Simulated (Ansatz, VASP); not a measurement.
## ZnS in VASP and in Ansatz

```
CELL_PARAMETERS angstrom
3.82121 0.00000 0.00000
1.91060 3.30926 0.00000
1.91060 1.10309 3.12000
ATOMIC_POSITIONS crystal
Zn 0.75000 0.75000 0.75000
S 0.00000 0.00000 0.00000
```

Alike in both runs: task single point; functional RPBE; k mesh 9 × 9 × 9; occupations gaussian, width 0.05 eV; no spin polarisation.

|  | VASP | Ansatz |
| --- | --- | --- |
| version | VASP 6.6.1 | Ansatz 0.2.0 |
| potentials or method | VASP PAW PBE potentials, release 64 (Zn, S) | Ansatz PAW |
| plane-wave cutoff (eV) | 520 | 420 |
| valence electrons in the cell | 18 | 18 |

Ansatz gave:

```
gap on the k mesh at the Fermi level (eV) : 2.28
least direct gap on the mesh (eV)         : 2.28
pressure (GPa)                            : 4.2
```

Q: Which values does VASP return?

A: gap on the k mesh at the Fermi level (eV): 2.28; least direct gap on the mesh (eV): 2.28; pressure (GPa): 4.3.

The functional is the same, so the differences come from potentials, cutoffs and numerics.

Caveats: the PAW data sets were made with another functional, which shifts forces and pressure a little (VASP); odd divisions of the mesh miss points on the zone boundary, where band edges often lie, so the gap on the mesh can be too wide (Ansatz); the PAW data sets come from PBE, with cores solved anew for the run's functional, which leaves a small shift of forces and pressure (Ansatz).
